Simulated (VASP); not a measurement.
# Mo (Im-3m) in VASP: notebook

One crystal, Mo, is run at these levels: LDA; tasks: single point.

Everything below comes from runs of VASP 6.6.1. Logs are shortened: lines on timing, memory, paths and dates and some standing lists are left out, and cuts for length are marked.

### 1 The undisturbed crystal

The structure is cubic, space group Im-3m (No. 229). Conventional cell: a = 3.168 Å, b = 3.168 Å, c = 3.168 Å, α = 90.00°, β = 90.00°, γ = 90.00°. Around Mo (site symmetry m-3m) lie 8 Mo at 2.74 Å.

### 2 Single point, LDA (grid = ENCUT=400 dk=0.35 cell=3x3x3 ISMEAR=1 SIGMA=0.1 LREAL=Auto EDIFF=0.0001)

Contents of INCAR:

```
PREC     = Accurate       # precision mode
ENCUT    = 400            # plane-wave cutoff, eV
EDIFF    = 1E-4           # SCF threshold, eV
ISMEAR   = 1              # smearing method
SIGMA    = 0.1            # smearing width, eV
LREAL    = Auto         
LASPH    = True           # aspherical terms in the spheres
NELM     = 120            # most SCF steps
ALGO     = Fast           # electronic algorithm
ISIF     = 2              # what is computed and relaxed
LWAVE    = False          # write WAVECAR
LCHARG   = False          # write CHGCAR
NBANDS   = 215            # bands
```

Contents of KPOINTS:

```
Automatic mesh
0
Gamma
  3 3 3
```

Contents of POSCAR:

```
Mo
1.0
   -4.7514269157      4.7514269157      4.7514269157
    4.7514269157     -4.7514269157      4.7514269157
    4.7514269157      4.7514269157     -4.7514269157
Mo
27
Direct
    0.0000000000      0.0000000000      0.0000000000
    0.0000000000      0.0000000000      0.3333333333
    0.0000000000      0.0000000000      0.6666666667
    0.0000000000      0.3333333333      0.0000000000
    0.0000000000      0.3333333333      0.3333333333
    0.0000000000      0.3333333333      0.6666666667
    0.0000000000      0.6666666667      0.0000000000
    0.0000000000      0.6666666667      0.3333333333
    0.0000000000      0.6666666667      0.6666666667
    0.3333333333      0.0000000000      0.0000000000
    0.3333333333      0.0000000000      0.3333333333
    0.3333333333      0.0000000000      0.6666666667
    0.3333333333      0.3333333333      0.0000000000
    0.3333333333      0.3333333333      0.3333333333
    0.3333333333      0.3333333333      0.6666666667
    0.3333333333      0.6666666667      0.0000000000
    0.3333333333      0.6666666667      0.3333333333
    0.3333333333      0.6666666667      0.6666666667
    0.6666666667      0.0000000000      0.0000000000
    0.6666666667      0.0000000000      0.3333333333
    0.6666666667      0.0000000000      0.6666666667
    0.6666666667      0.3333333333      0.0000000000
    0.6666666667      0.3333333333      0.3333333333
    0.6666666667      0.3333333333      0.6666666667
    0.6666666667      0.6666666667      0.0000000000
    0.6666666667      0.6666666667      0.3333333333
    0.6666666667      0.6666666667      0.6666666667
```

Potentials or basis: VASP PAW LDA potentials, release 64 (Mo_sv).

Run with:

```bash
$ cat potpaw_LDA.64/Mo_sv/POTCAR > POTCAR
$ mpirun -np 1 vasp_std > vasp.out
```

OUTCAR:

```text
PREC = Accurate
   ENCUT = 400
   EDIFF = 1E-4
   ISMEAR = 1
   LREAL = Auto
   LASPH = True
   NELM = 120
   ISIF = 2

 Found      4 irreducible k-points:

 Following reciprocal coordinates:
            Coordinates               Weight
  0.000000  0.000000  0.000000      1.000000
  0.333333  0.000000  0.000000     12.000000
  0.333333  0.333333  0.000000      8.000000
 -0.333333  0.333333  0.333333      6.000000
   k-points           NKPTS =      4   k-points in BZ     NKDIM =      4   number of bands    NBANDS=    215
   number of dos      NEDOS =    301   number of ions     NIONS =     27
   total plane-waves  NPLWV = 157464
   dimension x,y,z NGX =    54 NGY =   54 NGZ =   54
   dimension x,y,z NGXF=   108 NGYF=  108 NGZF=  108
   ions per type =              27
   NGX,Y,Z   is equivalent  to a cutoff of  10.91, 10.91, 10.91 a.u.
   NGXF,Y,Z  is equivalent  to a cutoff of  21.82, 21.82, 21.82 a.u.
 SYSTEM =  unknown system
   PREC   = accura    normal or accurate (medium, high low for compatibility)
   ISTART =      0    job   : 0-new  1-cont  2-samecut
   ICHARG =      2    charge: 1-file 2-atom 10-const
   ISPIN  =      1    spin polarized calculation?
   LNONCOLLINEAR =      F non collinear calculations
   LSORBIT =      F    spin-orbit coupling
   LASPH  =      T    aspherical Exc in radial PAW
   ENCUT  =  400.0 eV  29.40 Ry    5.42 a.u.  13.42 13.42 13.42*2*pi/ulx,y,z
   NELM   =    120;   NELMIN=  2; NELMDL= -5     # of ELM steps
   EDIFF  = 0.1E-03   stopping-criterion for ELM
   LREAL  =      T    real-space projection
   EDIFFG = 0.1E-02   stopping-criterion for IOM
   NSW    =      0    number of steps for IOM
   IBRION =     -1    ionic relax: 0-MD 1-quasi-New 2-CG
   NFREE  =      0    steps in history (QN), initial steepest desc. (CG)
   ISIF   =      2    stress and relaxation
   ISYM   =      2    0-nonsym 1-usesym 2-fastsym
   POTIM  = 0.5000    time-step for ionic-motion
   TEBEG  =    0.0;   TEEND  =   0.0 temperature during run
   PSTRESS=    0.0 pullay stress
   NELECT =     378.0000    total number of electrons
   NUPDOWN=      -1.0000    fix difference up-down
   EMIN   =  10.00;   EMAX   =-10.00  energy-range for DOS
   EFERMI =   0.00;   METHOD = LEGACY
   ISMEAR =     1;   SIGMA  =   0.10  broadening in eV -4-tet -1-fermi 0-gaus
   EFERMI_NEDOS =   21; number of points for ismear=-14 and -15
   IALGO  =     68    algorithm
   IMIX   =      4    mixing-type and parameters
     AMIX     =   0.40;   BMIX     =  1.00
     AMIX_MAG =   1.60;   BMIX_MAG =  1.00
  volume/ion in A,a.u.               =      15.89       107.24
  Fermi-wavevector in a.u.,A,eV,Ry     =   1.569380  2.965698 33.510508  2.462953
  Thomas-Fermi vector in A             =   2.671271
   LORBIT       =      0    0 simple, 1 ext, 2 COOP (PROOUT), +10 PAW based schemes
   GGA     = CA    functional components
   LHFCALC =     F    Hartree Fock is set to
   AEXX    =    0.0000 exact exchange contribution
   IVDW    =     0    specifies the selected vdW correction
   LEPSILON=     F    determine dielectric tensor
   LRPA    =     F    only Hartree local field effects (RPA)
 non-spin polarized calculation
 RMM-DIIS sequential band-by-band and
 Methfessel and Paxton  Order N= 1 SIGMA  =   0.10
  energy-cutoff  :      400.00
  volume of cell :      429.07
 maximum number of plane-waves:      7803
 NGX is ok and might be reduce to    54
   NGX = 27   NGY = 27   NGZ = 27

 number of electron     378.0000151 magnetization

 Free energy of the ion-electron system (eV)
  ---------------------------------------------------
  ext. energy  EPLUGINS =         0.00000000
  ---------------------------------------------------
  free energy    TOTEN  =      -327.05305226 eV

  energy without entropy =     -327.02312536  energy(sigma->0) =     -327.04307663

 E-fermi :  12.1382     XC(G=0): -13.5130

 val. band max:       12.0831143330   @ k =  -0.3333   0.3333   0.3333
 cond. band min:      12.1465347421   @ k =   0.3333   0.0000   0.0000
 fundamental gap:      0.0634204090
 Fermi energy:        12.1381837642

 k-point     1 :       0.0000    0.0000    0.0000
  band No.  band energies     occupation
      1     -48.7396      2.00000
      2     -48.5501      2.00000
      3     -48.5501      2.00000
      4     -48.5501      2.00000
      5     -48.5501      2.00000
      6     -48.5501      2.00000
[... 193 lines left out ...]
    200      13.6036     -0.00000
    201      13.6039     -0.00000

 k-point     2 :       0.3333    0.0000    0.0000
  band No.  band energies     occupation
      1     -48.7105      2.00000
      2     -48.6360      2.00000
      3     -48.5784      2.00000
      4     -48.5784      2.00000
      5     -48.5784      2.00000
      6     -48.5784      2.00000
[... 193 lines left out ...]
    200      13.2180     -0.00000
    201      13.2315     -0.00000

 k-point     3 :       0.3333    0.3333    0.0000
  band No.  band energies     occupation
      1     -48.6587      2.00000
      2     -48.6587      2.00000
      3     -48.6587      2.00000
      4     -48.5984      2.00000
      5     -48.5354      2.00000
      6     -48.5354      2.00000
[... 193 lines left out ...]
    200      12.7908     -0.00000
    201      13.0276     -0.00000

 k-point     4 :      -0.3333    0.3333    0.3333
  band No.  band energies     occupation
      1     -48.6823      2.00000
      2     -48.6103      2.00000
      3     -48.6103      2.00000
      4     -48.6103      2.00000
      5     -48.6103      2.00000
      6     -48.5446      2.00000
[... 193 lines left out ...]
    200      12.5959     -0.00000
    201      12.5959     -0.00000
 [bands above 201 left out]

------------------------ aborting loop because EDIFF is reached ----------------------------------------

  FORCE on cell =-STRESS in cart. coord.  units (eV):
  Direction    XX          YY          ZZ          XY          YZ          ZX
  --------------------------------------------------------------------------------------
  -------------------------------------------------------------------------------------
  Total      -36.9962674    -36.9962674    -36.9962674      0.0000000      0.0000000     -0.0000000
  in kB     -138.1453719   -138.1453719   -138.1453719      0.0000000      0.0000000     -0.0000000
  external PRESSURE =    -138.1453719 kB  Pullay stress =       0.0000000 kB

 VOLUME and BASIS-vectors are now :
 -----------------------------------------------------------------------------
  energy-cutoff  :      400.00
  volume of cell :      429.07
      direct lattice vectors                 reciprocal lattice vectors
    -4.751426916  4.751426916  4.751426916     0.000000000  0.105231546  0.105231546
     4.751426916 -4.751426916  4.751426916     0.105231546  0.000000000  0.105231546
     4.751426916  4.751426916 -4.751426916     0.105231546  0.105231546  0.000000000

 POSITION                                       TOTAL-FORCE (eV/Angst)
 -----------------------------------------------------------------------------------
      0.00000      0.00000      0.00000         0.000000     -0.000000      0.000000
      1.58381      1.58381     -1.58381         0.000000     -0.000000     -0.000000
      3.16762      3.16762     -3.16762         0.000000     -0.000000      0.000000
      1.58381     -1.58381      1.58381        -0.000000     -0.000000     -0.000000
      3.16762      0.00000      0.00000        -0.000000      0.000000     -0.000000
      4.75143      1.58381     -1.58381        -0.000000     -0.000000     -0.000000
[... 19 lines left out ...]
      1.58381      1.58381      4.75143         0.000000     -0.000000     -0.000000
      3.16762      3.16762      3.16762         0.000000      0.000000      0.000000
 -----------------------------------------------------------------------------------
    total drift:                                0.000000      0.000000      0.000000

  FREE ENERGIE OF THE ION-ELECTRON SYSTEM (eV)
  ---------------------------------------------------
  free  energy   TOTEN  =      -327.0530522629 eV

  energy  without entropy=     -327.0231253582  energy(sigma->0) =     -327.04307663
```

Run time: 7.7 min. Hardware: 1 thread of Intel Xeon Platinum 8488C (Sapphire Rapids), shared host; peak memory 0.38 GiB.

The run converged, but some of its settings lie outside the range that counts as converged, so its numbers aren't taken as properties of the crystal.

Results:

| Quantity | Value |
| --- | --- |
| Free energy | -327.0531 eV |
| Pressure | -13.8 GPa |
| Band gap on the k mesh | none (metal or under the smearing width) |

### 3 Single point, LDA (grid = ENCUT=520 dk=0.35 cell=3x3x3 ISMEAR=1 SIGMA=0.1 LREAL=Auto EDIFF=1e-06)

INCAR: that of step 2 with these lines changed.

```diff
@@ -1,4 +1,4 @@
 PREC     = Accurate       # precision mode
-ENCUT    = 400            # plane-wave cutoff, eV
-EDIFF    = 1E-4           # SCF threshold, eV
+ENCUT    = 520            # plane-wave cutoff, eV
+EDIFF    = 1E-6           # SCF threshold, eV
 ISMEAR   = 1              # smearing method
```

KPOINTS is that of step 2.

POSCAR is that of step 2.

Potentials or basis: VASP PAW LDA potentials, release 64 (Mo_sv).

Run with:

```bash
$ cat potpaw_LDA.64/Mo_sv/POTCAR > POTCAR
$ mpirun -np 1 vasp_std > vasp.out
```

Wall time 17 min (1 thread of Intel Xeon Platinum 8488C (Sapphire Rapids), shared host); peak memory 0.55 GiB.

The run converged, but some of its settings lie outside the range that counts as converged, so its numbers aren't taken as properties of the crystal.

Results:

* Free energy: -327.0915 eV
* Pressure: -13.4 GPa
* Band gap on the k mesh: none (metal or under the smearing width)

### 4 Single point, LDA (grid = ENCUT=400 dk=0.9 cell=3x3x3 ISMEAR=1 SIGMA=0.1 LREAL=Auto EDIFF=1e-06)

Contents of INCAR:

```
SYSTEM = Mo
PREC = Accurate
ENCUT = 400
EDIFF = 1E-6
ISMEAR = 1
SIGMA = 0.1
LREAL = Auto
LASPH = .True.
NELM = 120
ALGO = Fast
ISIF = 2
LWAVE = .False.
LCHARG = .False.
NBANDS = 208
```

Contents of KPOINTS:

```
regular mesh
0
Gamma
  2 2 2
  0 0 0
```

POSCAR: that of step 3 with these lines changed.

```diff
@@ -6,5 +6,4 @@
 Mo
-27
+26
 Direct
-    0.0000000000      0.0000000000      0.0000000000
     0.0000000000      0.0000000000      0.3333333333
```

Potentials or basis: VASP PAW LDA potentials, release 64 (Mo_sv).

Run with:

```bash
$ cat potpaw_LDA.64/Mo_sv/POTCAR > POTCAR
$ mpirun -np 1 vasp_std > vasp.out
```

OUTCAR:

```text
SYSTEM = Mo
   PREC = Accurate
   ENCUT = 400
   EDIFF = 1E-6
   ISMEAR = 1
   LREAL = Auto
   LASPH = .True.
   NELM = 120
   ISIF = 2

 Found      3 irreducible k-points:

 Following reciprocal coordinates:
            Coordinates               Weight
  0.000000  0.000000  0.000000      1.000000
  0.500000  0.000000  0.000000      6.000000
  0.500000  0.500000  0.500000      1.000000
   k-points           NKPTS =      3   k-points in BZ     NKDIM =      3   number of bands    NBANDS=    208
   number of dos      NEDOS =    301   number of ions     NIONS =     26
   total plane-waves  NPLWV = 157464
   dimension x,y,z NGX =    54 NGY =   54 NGZ =   54
   dimension x,y,z NGXF=   108 NGYF=  108 NGZF=  108
   ions per type =              26
   NGX,Y,Z   is equivalent  to a cutoff of  10.91, 10.91, 10.91 a.u.
   NGXF,Y,Z  is equivalent  to a cutoff of  21.82, 21.82, 21.82 a.u.
 SYSTEM =  Mo
   PREC   = accura    normal or accurate (medium, high low for compatibility)
   ISTART =      0    job   : 0-new  1-cont  2-samecut
   ICHARG =      2    charge: 1-file 2-atom 10-const
   ISPIN  =      1    spin polarized calculation?
   LNONCOLLINEAR =      F non collinear calculations
   LSORBIT =      F    spin-orbit coupling
   LASPH  =      T    aspherical Exc in radial PAW
   ENCUT  =  400.0 eV  29.40 Ry    5.42 a.u.  13.42 13.42 13.42*2*pi/ulx,y,z
   NELM   =    120;   NELMIN=  2; NELMDL= -5     # of ELM steps
   EDIFF  = 0.1E-05   stopping-criterion for ELM
   LREAL  =      T    real-space projection
   EDIFFG = 0.1E-04   stopping-criterion for IOM
   NSW    =      0    number of steps for IOM
   IBRION =     -1    ionic relax: 0-MD 1-quasi-New 2-CG
   NFREE  =      0    steps in history (QN), initial steepest desc. (CG)
   ISIF   =      2    stress and relaxation
   ISYM   =      2    0-nonsym 1-usesym 2-fastsym
   POTIM  = 0.5000    time-step for ionic-motion
   TEBEG  =    0.0;   TEEND  =   0.0 temperature during run
   PSTRESS=    0.0 pullay stress
   NELECT =     364.0000    total number of electrons
   NUPDOWN=      -1.0000    fix difference up-down
   EMIN   =  10.00;   EMAX   =-10.00  energy-range for DOS
   EFERMI =   0.00;   METHOD = LEGACY
   ISMEAR =     1;   SIGMA  =   0.10  broadening in eV -4-tet -1-fermi 0-gaus
   EFERMI_NEDOS =   21; number of points for ismear=-14 and -15
   IALGO  =     68    algorithm
   IMIX   =      4    mixing-type and parameters
     AMIX     =   0.40;   BMIX     =  1.00
     AMIX_MAG =   1.60;   BMIX_MAG =  1.00
  volume/ion in A,a.u.               =      16.50       111.37
  Fermi-wavevector in a.u.,A,eV,Ry     =   1.549760  2.928623 32.677894  2.401757
  Thomas-Fermi vector in A             =   2.654521
   LORBIT       =      0    0 simple, 1 ext, 2 COOP (PROOUT), +10 PAW based schemes
   GGA     = CA    functional components
   LHFCALC =     F    Hartree Fock is set to
   AEXX    =    0.0000 exact exchange contribution
   IVDW    =     0    specifies the selected vdW correction
   LEPSILON=     F    determine dielectric tensor
   LRPA    =     F    only Hartree local field effects (RPA)
 non-spin polarized calculation
 RMM-DIIS sequential band-by-band and
 Methfessel and Paxton  Order N= 1 SIGMA  =   0.10
  energy-cutoff  :      400.00
  volume of cell :      429.07
 maximum number of plane-waves:      7803
 NGX is ok and might be reduce to    54
   NGX = 27   NGY = 27   NGZ = 27

 number of electron     364.0000143 magnetization

 Free energy of the ion-electron system (eV)
  ---------------------------------------------------
  ext. energy  EPLUGINS =         0.00000000
  ---------------------------------------------------
  free energy    TOTEN  =      -311.78132505 eV

  energy without entropy =     -311.76797215  energy(sigma->0) =     -311.77687408

 E-fermi :  11.2228     XC(G=0): -13.2570

 val. band max:       11.1643603080   @ k =   0.5000   0.0000   0.0000
 cond. band min:      11.2337517906   @ k =   0.0000   0.0000   0.0000
 fundamental gap:      0.0693914827
 Fermi energy:        11.2227685014

 k-point     1 :       0.0000    0.0000    0.0000
  band No.  band energies     occupation
      1     -49.4159      2.00000
      2     -49.2863      2.00000
      3     -49.2863      2.00000
      4     -49.2863      2.00000
      5     -49.2354      2.00000
      6     -49.2354      2.00000
[... 580 lines left out ...]
    193      11.3700     -0.05770
    194      11.7118     -0.00000
 [bands above 194 left out]

------------------------ aborting loop because EDIFF is reached ----------------------------------------

  FORCE on cell =-STRESS in cart. coord.  units (eV):
  Direction    XX          YY          ZZ          XY          YZ          ZX
  --------------------------------------------------------------------------------------
  -------------------------------------------------------------------------------------
  Total      -42.3881869    -42.3881869    -42.3881869      0.0000000      0.0000000      0.0000000
  in kB     -158.2789904   -158.2789904   -158.2789904      0.0000000      0.0000000      0.0000000
  external PRESSURE =    -158.2789904 kB  Pullay stress =       0.0000000 kB

 VOLUME and BASIS-vectors are now :
 -----------------------------------------------------------------------------
  energy-cutoff  :      400.00
  volume of cell :      429.07
      direct lattice vectors                 reciprocal lattice vectors
    -4.751426916  4.751426916  4.751426916     0.000000000  0.105231546  0.105231546
     4.751426916 -4.751426916  4.751426916     0.105231546  0.000000000  0.105231546
     4.751426916  4.751426916 -4.751426916     0.105231546  0.105231546  0.000000000

 POSITION                                       TOTAL-FORCE (eV/Angst)
 -----------------------------------------------------------------------------------
      1.58381      1.58381     -1.58381        -0.140541     -0.140541      0.140541
      3.16762      3.16762     -3.16762         0.140541      0.140541     -0.140541
      1.58381     -1.58381      1.58381        -0.140541      0.140541     -0.140541
      3.16762      0.00000      0.00000        -0.291718     -0.000000      0.000000
      4.75143      1.58381     -1.58381         0.000000      0.052620     -0.052620
      3.16762     -3.16762      3.16762         0.140541     -0.140541      0.140541
[... 18 lines left out ...]
      1.58381      1.58381      4.75143         0.052620      0.052620      0.000000
      3.16762      3.16762      3.16762         0.140541      0.140541      0.140541
 -----------------------------------------------------------------------------------
    total drift:                                0.000000      0.000000      0.000000

  FREE ENERGIE OF THE ION-ELECTRON SYSTEM (eV)
  ---------------------------------------------------
  free  energy   TOTEN  =      -311.7813250509 eV

  energy  without entropy=     -311.7679721458  energy(sigma->0) =     -311.77687408
```

OSZICAR:

```text
N       E                     dE             d eps       ncg     rms          rms(c)
DAV:   1     0.458212403855E+04    0.45821E+04   -0.19472E+05  1288   0.152E+03
DAV:   2    -0.712095541521E+02   -0.46533E+04   -0.45663E+04  1272   0.558E+02
DAV:   3    -0.320502487059E+03   -0.24929E+03   -0.23960E+03  1648   0.110E+02
[... 11 lines left out ...]
RMM:  15    -0.311781313967E+03   -0.14943E-04   -0.18545E-04  1566   0.167E-02    0.450E-03
RMM:  16    -0.311781321395E+03   -0.74277E-05   -0.76867E-05  1397   0.767E-03    0.281E-03
RMM:  17    -0.311781323514E+03   -0.21186E-05   -0.22586E-05   987   0.336E-03    0.120E-03
RMM:  18    -0.311781324767E+03   -0.12530E-05   -0.12927E-05   899   0.180E-03    0.502E-04
RMM:  19    -0.311781325051E+03   -0.28437E-06   -0.29360E-06   620   0.105E-03
   1 F= -.31178133E+03 E0= -.31177687E+03  d E =-.133529E-01
```

stdout:

```text
POSCAR found type information on POSCAR Mo
 POSCAR found :  1 types and      26 ions
 scaLAPACK will be used
 LDA part: xc-table for (Slater(with rela. corr.)+CA(PZ))
 , standard interpolation
 POSCAR, INCAR and KPOINTS ok, starting setup
 FFT: planning ... GRIDC
 FFT: planning ... GRID_SOFT
 FFT: planning ... GRID
 WAVECAR not read
 entering main loop
```

Run time: 12 min. Hardware: 1 thread of AMD EPYC 7R13 (Zen 3), shared host; peak memory 0.34 GiB.

The run converged, but some of its settings lie outside the range that counts as converged, so its numbers aren't taken as properties of the crystal.

What came out:

* Free energy: -311.7813 eV
* Pressure: -15.8 GPa
* Largest force: 0.292 eV/Å
* Band gap on the k mesh: none (metal or under the smearing width)

Caveat: the k mesh is coarse (spacing up to 0.47 Å⁻¹), so the values aren't converged.

[end of part 1 of 2]
